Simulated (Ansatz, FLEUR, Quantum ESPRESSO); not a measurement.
## HfN: 3 runs at one level of theory

```
CELL_PARAMETERS angstrom
0.00000 2.25600 2.25600
2.25600 0.00000 2.25600
2.25600 2.25600 0.00000
ATOMIC_POSITIONS crystal
Hf 0.00000 0.00000 0.00000
N 0.50000 0.50000 0.50000
```

Alike in all runs: task equation of state; functional LDA; k mesh 10 × 10 × 10; occupations fermi-dirac, width 0.05 eV; no spin polarisation; no spin-orbit coupling. LDA stands for any of its common fits.

| program and potentials | plane-wave cutoff (eV) | notes | equilibrium volume (Å³/atom) | bulk modulus (GPa) |
| --- | --- | --- | --- | --- |
| FLEUR, all-electron, FLAPW | - | - | ? | ? |
| Quantum ESPRESSO, PseudoDojo 0.4.1 SR LDA standard | 1143 | - | 10.99 | 310.6 |
| Ansatz, all-electron LAPW, scalar-relativistic | - | - | 11.15 | 301.5 |

Problem. Estimate from the other rows what the run with FLEUR, all-electron, FLAPW gave.

Solution. Equilibrium volume 11.15 Å³/atom; bulk modulus 304.2 GPa. The other rows, which needn't bracket it: equilibrium volume 10.99 to 11.15; bulk modulus 301.5 to 310.6.
